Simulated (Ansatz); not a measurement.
**AlN: short molecular dynamics of a 16-atom cell**

How do the atoms of AlN (database structure) move when started on their sites? Runs: PBE, 30 steps of 1.5 fs under a Langevin thermostat at 2200 K; PBEsol, 20 steps of 1 fs under a Nosé-Hoover thermostat at 200 K. The cell is a 2×2×2 supercell of the structure relaxed with r2SCAN.

All numbers below are computed with Ansatz 0.2.0 (DFT, plane waves, PAW, no spin polarisation).

## Step 1: The structure to begin with

The cell holds 16 atoms (Al8N8): a = 6.180 Å, b = 6.180 Å, c = 6.180 Å, α = 60.00°, β = 60.00°, γ = 60.00°.

Coordinates:

```xyz
16
Lattice="0.0000 4.3698 4.3698 4.3698 0.0000 4.3698 4.3698 4.3698 0.0000" Properties=species:S:1:pos:R:3 pbc="T T T"
Al    0.0000    0.0000    0.0000
N     3.2773    3.2773    3.2773
Al    2.1849    2.1849    0.0000
N     5.4622    5.4622    3.2773
Al    2.1849    0.0000    2.1849
N     5.4622    3.2773    5.4622
Al    4.3698    2.1849    2.1849
N     7.6471    5.4622    5.4622
Al    0.0000    2.1849    2.1849
N     3.2773    5.4622    5.4622
Al    2.1849    4.3698    2.1849
N     5.4622    7.6471    5.4622
Al    2.1849    2.1849    4.3698
N     5.4622    5.4622    7.6471
Al    4.3698    4.3698    4.3698
N     7.6471    7.6471    7.6471
```

## Step 2: Run 1: PBE

File input.yaml:

```yaml
crystal:
  lattice:
    - [0.0, 4.369752971, 4.369752971]
    - [4.369752971, 0.0, 4.369752971]
    - [4.369752971, 4.369752971, 0.0]
  atoms:
    - { symbol: Al, position: [0.0, 0.0, 0.0] }
    - { symbol: "N", position: [0.375, 0.375, 0.375] }
    - { symbol: Al, position: [0.0, 0.0, 0.5] }
    - { symbol: "N", position: [0.375, 0.375, 0.875] }
    - { symbol: Al, position: [0.0, 0.5, 0.0] }
    - { symbol: "N", position: [0.375, 0.875, 0.375] }
    - { symbol: Al, position: [0.0, 0.5, 0.5] }
    - { symbol: "N", position: [0.375, 0.875, 0.875] }
    - { symbol: Al, position: [0.5, 0.0, 0.0] }
    - { symbol: "N", position: [0.875, 0.375, 0.375] }
    - { symbol: Al, position: [0.5, 0.0, 0.5] }
    - { symbol: "N", position: [0.875, 0.375, 0.875] }
    - { symbol: Al, position: [0.5, 0.5, 0.0] }
    - { symbol: "N", position: [0.875, 0.875, 0.375] }
    - { symbol: Al, position: [0.5, 0.5, 0.5] }
    - { symbol: "N", position: [0.875, 0.875, 0.875] }
kpoints:
  mp_grid: { grid: [4, 4, 4] }
hamiltonian:
  xc: pbe
scf:
  occupations: { method: fermi_dirac, width: 0.19 }
md:
  ensemble: nvt_langevin
  temperature: 2200
  timestep: 1.5
  n_steps: 30
  initial_velocities: maxwell_boltzmann
  seed: 4653
```

The run is started by

```console
$ ansatz run input.yaml --threads 4 --pin off --max-ram 5529MiB --backend cpu --events-out ev --progress --plain --runs-dir out
```

The program printed (excerpt; [...] marks lines left out):

```text
Warning: md: disabling space-group detection — thermal motion breaks the input geometry's symmetry, so no spatial operation reduces the k-mesh or symmetrises the density; time reversal is kept, so that k and −k are solved as one point where they differ and the mesh holds both, and exact [...]
Warning: RAYON_NUM_THREADS=4 ignored (pool sized by the plan → 4); use --threads N
band count auto-derived: 50 (N_el = 64.0; filled up to band 32; 48 by the electrons, moments and atoms)
[...]
Pseudopotentials: kind: paw
Pseudopotential: Al, paw, valence charge 3, recommended cutoff 420 eV (normal), Al.paw.azcp
Pseudopotential: N, paw, valence charge 5, recommended cutoff 420 eV (normal), N.paw.azcp
Functional definition: PBE
[...]
Crystal: 16 atoms, lattice volume = 166.879 Å³
Basis set: ecut = 420 eV, 3287 PW (Γ), exchange–correlation on 90×90×90 points (8 copies of the dense FFT grid, shifted against one another)
Bands: 50, of which v1, the nominal top of the filled ones, is band 32 counted from 1 (31 counted from 0)
Symmetry: 1 space group operations
k-points: 36 of 64 (time reversal used)
[...]
SCF iter   1: F=—  HF=-7393.632352 eV  |F-HF|=—  |Δ(HF+E_count)|=         —  Δρ=6.91e-4  dr2=2.26e-4  ethr=1.77e-3  ⟨swp⟩=8.8  Hψ=9032  notcnv=0  defer=12
[...]
md step     0: t =     0.00 fs  T =  2062.5 K  F+E_penalty+E_count = -7393.63300891 eV  E_kin = 4.265580 eV  (7 SCF iters)
[...]
md step     7: t =    10.50 fs  T =   655.7 K  F+E_penalty+E_count = -7390.33820654 eV  E_kin = 1.356139 eV  (6 SCF iters)
[...]
md step    14: t =    21.00 fs  T =  1529.2 K  F+E_penalty+E_count = -7391.30675751 eV  E_kin = 3.162634 eV  (6 SCF iters)
[...]
md step    21: t =    31.50 fs  T =  1234.8 K  F+E_penalty+E_count = -7390.58688806 eV  E_kin = 2.553752 eV  (6 SCF iters)
[...]
md step    28: t =    42.00 fs  T =  1177.8 K  F+E_penalty+E_count = -7390.36460708 eV  E_kin = 2.435839 eV  (7 SCF iters)
md step    29: t =    43.50 fs  T =  1384.9 K  F+E_penalty+E_count = -7390.75486984 eV  E_kin = 2.864164 eV  (7 SCF iters)
[...]
md step    30: t =    45.00 fs  T =  1514.9 K  F+E_penalty+E_count = -7391.10371260 eV  E_kin = 3.133106 eV  (8 SCF iters)
SCF converged after 8 iterations
Free energy (F): -7391.103713 eV
[...]
E sigma→0 (E₀):  -7391.103134 eV
Entropy (-TS):   -0.001158 eV (-0.072 meV/atom)
Fermi energy:    8.804783 eV
[...]
--- Forces (eV/Å), atoms counted from 1 ---
  atom   1  Al    -1.65411569     0.53436603    -1.47546034
  atom   2  N      0.07874999     1.65015875    -0.06632525
  atom   3  Al    -0.96792142    -0.58153018    -0.43167621
  atom   4  N     -0.15752835     0.28783004    -1.06369633
  atom   5  Al    -0.49389878    -0.00382066     0.56592732
  atom   6  N      1.01190545     0.13999395     0.05258130
  atom   7  Al    -0.34886231     3.32930151    -0.26414580
  atom   8  N     -1.33883739    -2.32775035     0.32977365
[...]
--- MD trajectory: 30 steps, t = 0.0 → 45.0 fs ---
  final state: T = 1514.9 K   F+E_penalty+E_count = -7391.10371260 eV   E_kin = 3.133106 eV
```

Wall time 2.3 min (4 threads of Arm Neoverse V2, shared host); peak memory 0.72 GiB.

## Step 3: What the atoms did

The trajectory, every 2 steps (energies from step 0); msd is the mean square displacement from the start, the centre of mass held:

```csv
time (fs),T (K),potential energy change (meV/atom),msd Al (Å²),msd N (Å²)
0.0,2062,0.0,0.000,0.000
3.0,1787,28.6,0.002,0.003
6.0,1253,99.1,0.006,0.010
9.0,870,176.0,0.012,0.017
12.0,576,223.9,0.018,0.021
15.0,603,224.8,0.023,0.019
18.0,1090,189.9,0.026,0.014
21.0,1529,145.4,0.027,0.009
24.0,1807,118.7,0.029,0.007
27.0,1805,128.2,0.032,0.010
30.0,1416,168.0,0.035,0.018
33.0,1094,212.5,0.038,0.027
36.0,749,245.8,0.040,0.033
39.0,745,243.2,0.041,0.034
42.0,1178,204.3,0.040,0.029
45.0,1515,158.1,0.038,0.026
```

time (fs), T (K) and a bar:
```
      0.0       2062 ##############################
      1.5       1888 ###########################
      4.5       1575 ####################
      6.0       1253 ##############
      7.5       1031 ##########
     10.5        656 ###
     12.0        576 #
     13.5        525 
     15.0        603 ##
     18.0       1090 ###########
     19.5       1262 ##############
     21.0       1529 ####################
     24.0       1807 #########################
     25.5       1938 ############################
     27.0       1805 #########################
     30.0       1416 #################
     31.5       1235 ##############
     33.0       1094 ###########
     34.5        886 #######
     37.5        719 ####
     39.0        745 ####
     40.5        881 #######
     43.5       1385 #################
     45.0       1515 ###################
```

## Step 4: Snapshots as a file

Positions (Å) and forces (eV/Å):

```xyz
16
Lattice="0.000 4.370 4.370 4.370 0.000 4.370 4.370 4.370 0.000" Properties=species:S:1:pos:R:3:forces:R:3 pbc="T T T" time_fs=7.5 T=1031 dE=2.2166
Al   -0.016   -0.017   -0.045    0.830    0.100    1.649
N     3.270    3.405    3.279    0.829   -3.199    0.020
Al    2.085    2.315   -0.036    2.197   -3.139   -0.186
N     5.436    5.463    3.263    0.124    0.184    0.603
Al    2.194    0.070    2.268   -0.049   -1.355   -1.829
N     5.461    3.279    5.458   -0.238    0.219    0.845
Al    4.398    2.188    2.117   -1.185   -0.944    0.876
N     7.549    5.330    5.532    3.013    2.877   -2.763
Al    0.069    2.214    2.139   -2.544   -1.819    1.347
N     3.190    5.436    5.413    0.930    0.784    0.848
Al    2.174    4.352    2.192   -0.389    0.011    0.879
N     5.521    7.457    5.425   -1.286    4.044    1.190
Al    2.188    2.226    4.344    1.415   -1.973   -0.714
N     5.546    5.426    7.659   -2.509    0.906    0.101
Al    4.389    4.282    4.431   -1.528    3.134   -1.257
N     7.633    7.653    7.695    0.389    0.170   -1.609
16
Lattice="0.000 4.370 4.370 4.370 0.000 4.370 4.370 4.370 0.000" Properties=species:S:1:pos:R:3:forces:R:3 pbc="T T T" time_fs=15.0 T=603 dE=3.5960
Al   -0.034   -0.016   -0.067    1.685    0.377    2.212
N     3.257    3.388    3.261    1.624   -3.146   -0.014
Al    2.009    2.424   -0.083    3.138   -4.695   -0.361
N     5.438    5.468    3.257   -0.140   -0.005    0.605
Al    2.205    0.098    2.287    0.150   -1.859   -2.477
N     5.453    3.311    5.469   -0.665    0.142    1.015
Al    4.409    2.167    2.061   -1.446   -1.337    1.300
N     7.528    5.306    5.522    3.449    3.249   -2.978
Al    0.105    2.189    2.101   -3.441   -1.937    1.896
N     3.188    5.429    5.395    0.619    0.905    1.027
Al    2.179    4.322    2.196   -0.505    1.083    0.853
N     5.510    7.431    5.417    0.120    4.086   -0.089
Al    2.224    2.228    4.265   -0.081   -1.763    1.338
N     5.585    5.436    7.665   -3.129    0.780   -0.008
Al    4.349    4.254    4.444   -1.667    4.015   -1.546
N     7.637    7.662    7.727    0.290    0.106   -2.774
16
Lattice="0.000 4.370 4.370 4.370 0.000 4.370 4.370 4.370 0.000" Properties=species:S:1:pos:R:3:forces:R:3 pbc="T T T" time_fs=22.5 T=1694 dE=2.0505
Al   -0.023    0.014   -0.050    1.493   -0.926    0.849
N     3.298    3.278    3.219    1.031   -0.638   -0.532
Al    2.017    2.478   -0.140    1.461   -3.960    1.460
N     5.408    5.503    3.287    0.759   -1.373   -0.255
Al    2.231    0.081    2.242   -0.951   -1.227   -2.002
N     5.420    3.359    5.492   -0.381   -0.300   -0.429
Al    4.417    2.142    2.042   -0.228   -0.088    0.789
N     7.614    5.419    5.416    0.745    0.276    0.116
Al    0.090    2.120    2.081   -2.464    0.179    1.095
N     3.224    5.487    5.423   -0.239    0.267    0.118
Al    2.160    4.326    2.229    0.913    1.630   -0.635
N     5.490    7.556    5.408    0.950    1.867   -0.492
Al    2.298    2.151    4.210   -2.027    0.155    2.653
N     5.559    5.468    7.672   -2.061    0.469   -0.514
Al    4.281    4.322    4.389   -0.267    2.304   -0.384
N     7.639    7.629    7.657    1.264    1.367   -1.837
16
Lattice="0.000 4.370 4.370 4.370 0.000 4.370 4.370 4.370 0.000" Properties=species:S:1:pos:R:3:forces:R:3 pbc="T T T" time_fs=30.0 T=1416 dE=2.6874
Al   -0.012    0.030    0.003    1.643   -2.170   -1.199
N     3.401    3.138    3.158   -1.484    2.195    0.225
Al    2.047    2.483   -0.182    0.433   -2.386    1.710
N     5.373    5.501    3.339    1.145   -0.945   -1.625
Al    2.237    0.087    2.170   -0.877   -0.794   -1.067
N     5.333    3.397    5.464    1.173   -0.647   -0.366
Al    4.405    2.078    2.029    1.999    1.941    0.438
N     7.692    5.523    5.277   -0.481   -2.350    3.408
Al    0.015    2.036    2.072   -0.085    2.933    0.762
N     3.256    5.552    5.418   -1.910   -0.385   -1.404
Al    2.164    4.330    2.265   -0.133    0.026   -1.359
N     5.527    7.724    5.439    0.007   -1.069   -0.515
Al    2.330    2.062    4.208   -3.037    3.149    0.588
N     5.450    5.474    7.667    0.787    0.329   -0.911
Al    4.212    4.420    4.308    0.773   -0.612    0.714
N     7.687    7.647    7.521    0.047    0.786    0.602
16
Lattice="0.000 4.370 4.370 4.370 0.000 4.370 4.370 4.370 0.000" Properties=species:S:1:pos:R:3:forces:R:3 pbc="T T T" time_fs=37.5 T=719 dE=4.0033
Al    0.025    0.020    0.027    0.562   -1.881   -2.289
N     3.437    3.099    3.119   -2.531    2.978    0.917
Al    2.074    2.462   -0.170   -0.211   -1.164    0.878
N     5.385    5.475    3.331    1.146    0.047   -2.022
Al    2.230    0.113    2.085    0.017    0.126    0.480
N     5.278    3.394    5.434    1.800   -0.368   -0.336
Al    4.426    2.034    2.035    1.258    3.275   -0.738
N     7.757    5.533    5.276   -1.993   -2.671    2.738
Al   -0.043    2.025    2.096    1.431    4.047    0.811
N     3.250    5.627    5.351   -2.211   -0.210   -1.444
Al    2.158    4.344    2.276   -0.463   -1.227   -2.103
N     5.580    7.848    5.419   -0.840   -3.664   -1.103
Al    2.323    2.024    4.222   -2.086    3.625   -0.032
N     5.344    5.445    7.575    3.109    0.290    0.787
Al    4.167    4.509    4.250    1.472   -2.958    1.111
N     7.685    7.709    7.421   -0.460   -0.245    2.346
16
Lattice="0.000 4.370 4.370 4.370 0.000 4.370 4.370 4.370 0.000" Properties=species:S:1:pos:R:3:forces:R:3 pbc="T T T" time_fs=45.0 T=1515 dE=2.5293
Al    0.101   -0.039   -0.008   -1.654    0.534   -1.475
N     3.299    3.144    3.138    0.079    1.650   -0.066
Al    2.112    2.465   -0.124   -0.968   -0.582   -0.432
N     5.437    5.459    3.241   -0.158    0.288   -1.064
Al    2.244    0.140    2.032   -0.494   -0.004    0.566
N     5.272    3.371    5.377    1.012    0.140    0.053
Al    4.455    2.061    2.025   -0.349    3.329   -0.264
N     7.707    5.462    5.381   -1.339   -2.328    0.330
Al   -0.080    2.098    2.099    1.528    2.938    0.517
N     3.209    5.701    5.249   -0.488   -0.654    0.561
Al    2.144    4.347    2.238    0.325   -1.371   -2.650
N     5.598    7.796    5.383   -0.146   -3.481   -0.141
Al    2.304    2.033    4.223   -1.152    2.082    0.930
N     5.375    5.395    7.504    1.619    1.388    1.747
Al    4.163    4.544    4.241    1.969   -3.101   -0.156
N     7.651    7.780    7.457    0.214   -0.830    1.545
```

## Step 5: Run 2: PBEsol

input.yaml, as its differences from that of step 2:

```diff
@@ -25,11 +25,11 @@
 hamiltonian:
-  xc: pbe
+  xc: pbesol
 scf:
-  occupations: { method: fermi_dirac, width: 0.19 }
+  occupations: { method: fermi_dirac, width: 0.02 }
 md:
-  ensemble: nvt_langevin
-  temperature: 2200
-  timestep: 1.5
-  n_steps: 30
+  ensemble: nvt_nose_hoover
+  temperature: 200
+  timestep: 1.0
+  n_steps: 20
   initial_velocities: maxwell_boltzmann
-  seed: 4653
+  seed: 8217
```

The run is started by

```console
$ ansatz run input.yaml --threads 4 --pin off --max-ram 5529MiB --backend cpu --events-out ev --progress --plain --runs-dir out
```

The program printed (excerpt; [...] marks lines left out):

```text
Warning: md: disabling space-group detection — thermal motion breaks the input geometry's symmetry, so no spatial operation reduces the k-mesh or symmetrises the density; time reversal is kept, so that k and −k are solved as one point where they differ and the mesh holds both, and exact [...]
Warning: RAYON_NUM_THREADS=4 ignored (pool sized by the plan → 4); use --threads N
[...]
Pseudopotentials: kind: paw
Pseudopotential: Al, paw, valence charge 3, recommended cutoff 420 eV (normal), Al.paw.azcp
Pseudopotential: N, paw, valence charge 5, recommended cutoff 420 eV (normal), N.paw.azcp
Functional definition: PBEsol
[...]
Crystal: 16 atoms, lattice volume = 166.879 Å³
Basis set: ecut = 420 eV, 3287 PW (Γ), exchange–correlation on 90×90×90 points (8 copies of the dense FFT grid, shifted against one another)
Bands: 48, of which v1, the nominal top of the filled ones, is band 32 counted from 1 (31 counted from 0)
Symmetry: 1 space group operations
k-points: 36 of 64 (time reversal used)
[...]
SCF iter   1: F=—  HF=-7247.357135 eV  |F-HF|=—  |Δ(HF+E_count)|=         —  Δρ=9.91e-3  dr2=1.75e-1  ethr=1.77e-3  ⟨swp⟩=7.7  Hψ=8116  notcnv=0  defer=105
[...]
md step     0: t =     0.00 fs  T =   200.0 K  F+E_penalty+E_count = -7247.30587464 eV  E_kin = 0.387780 eV  conserved = -7246.91809465 eV  (7 SCF iters)
[...]
md step     5: t =     5.00 fs  T =   148.9 K  F+E_penalty+E_count = -7247.20631679 eV  E_kin = 0.288608 eV  conserved = -7246.91774629 eV  (3 SCF iters)
[...]
md step     6: t =     6.00 fs  T =   130.2 K  F+E_penalty+E_count = -7247.16997045 eV  E_kin = 0.252423 eV  conserved = -7246.91761692 eV  (3 SCF iters)
```

## Step 6: More of the same log: nvt_nose_hoover at 200 K

The log, continued (excerpt; [...] marks lines left out):

```text
SCF iter   1: F=—  HF=-7247.132376 eV  |F-HF|=—  |Δ(HF+E_count)|=         —  Δρ=6.92e-6  dr2=6.90e-8  ethr=4.43e-9  ⟨swp⟩=2.1  Hψ=3044  notcnv=0  defer=90
[...]
md step     7: t =     7.00 fs  T =   110.9 K  F+E_penalty+E_count = -7247.13237578 eV  E_kin = 0.215005 eV  conserved = -7246.91748381 eV  (2 SCF iters)
[...]
md step    10: t =    10.00 fs  T =    59.8 K  F+E_penalty+E_count = -7247.03283171 eV  E_kin = 0.115984 eV  conserved = -7246.91714353 eV  (6 SCF iters)
[...]
md step    13: t =    13.00 fs  T =    36.6 K  F+E_penalty+E_count = -7246.98749086 eV  E_kin = 0.070967 eV  conserved = -7246.91702775 eV  (2 SCF iters)
[...]
md step    16: t =    16.00 fs  T =    49.5 K  F+E_penalty+E_count = -7247.01244929 eV  E_kin = 0.096072 eV  conserved = -7246.91718862 eV  (3 SCF iters)
[...]
md step    20: t =    20.00 fs  T =   102.1 K  F+E_penalty+E_count = -7247.11363569 eV  E_kin = 0.197874 eV  conserved = -7246.91763188 eV  (6 SCF iters)
SCF converged after 6 iterations
Free energy (F): -7247.113636 eV
[...]
E sigma→0 (E₀):  -7247.113636 eV
Fermi energy:    8.453432 eV
[...]
--- Forces (eV/Å), atoms counted from 1 ---
  atom   1  Al    -0.20947589     0.66398519    -0.26989223
  atom   2  N     -0.36688414    -0.34520630     0.02486372
  atom   3  Al    -0.78028648    -0.18696702     1.17475928
  atom   4  N      0.41415776    -0.18709512    -0.03112018
  atom   5  Al    -0.56033261     0.52488150     0.03999723
  atom   6  N      0.42914389     0.14465174    -0.86167147
  atom   7  Al    -0.19863385     0.09667439     0.24215484
  atom   8  N      0.07654654    -0.10956740    -0.07385169
[...]
--- MD trajectory: 20 steps, t = 0.0 → 20.0 fs ---
  final state: T = 102.1 K   F+E_penalty+E_count = -7247.11363569 eV   E_kin = 0.197874 eV
  conserved energy: peak-to-peak 1.067e-3 eV (6.668e-5 eV/atom) over 20.0 fs
```

It took 60 s on 4 threads of Arm Neoverse V2, shared host; peak memory 0.7 GiB.

## Step 7: What the atoms did

One step in 2; energies are changes from step 0; msd is the mean square displacement from the start, the centre of mass held:

```csv
time (fs),T (K),potential energy change (meV/atom),conserved energy change (meV/atom),msd N (Å²),msd Al (Å²)
0.0,200,0.0,0.00,0.000,0.000
2.0,191,1.1,0.00,0.000,0.000
4.0,166,4.2,0.01,0.001,0.000
6.0,130,8.5,0.03,0.001,0.000
8.0,92,13.1,0.05,0.002,0.001
10.0,60,17.1,0.06,0.003,0.001
12.0,40,19.4,0.07,0.003,0.001
14.0,37,19.8,0.07,0.004,0.001
16.0,50,18.3,0.06,0.004,0.002
18.0,73,15.5,0.04,0.003,0.002
20.0,102,12.0,0.03,0.003,0.002
```

time (fs), T (K) and a bar:
```
      0.0        200 ##############################
      1.0        198 ##############################
      2.0        191 ############################
      3.0        180 ##########################
      4.0        166 ########################
      5.0        149 #####################
      6.0        130 #################
      7.0        111 ##############
      8.0         92 ##########
      9.0         75 #######
     10.0         60 ####
     11.0         48 ##
     12.0         40 #
     13.0         37 
     14.0         37 
     15.0         42 #
     16.0         50 ##
     17.0         60 ####
     18.0         73 #######
     19.0         88 #########
     20.0        102 ############
```

(Part 1 of 2 ends here.)
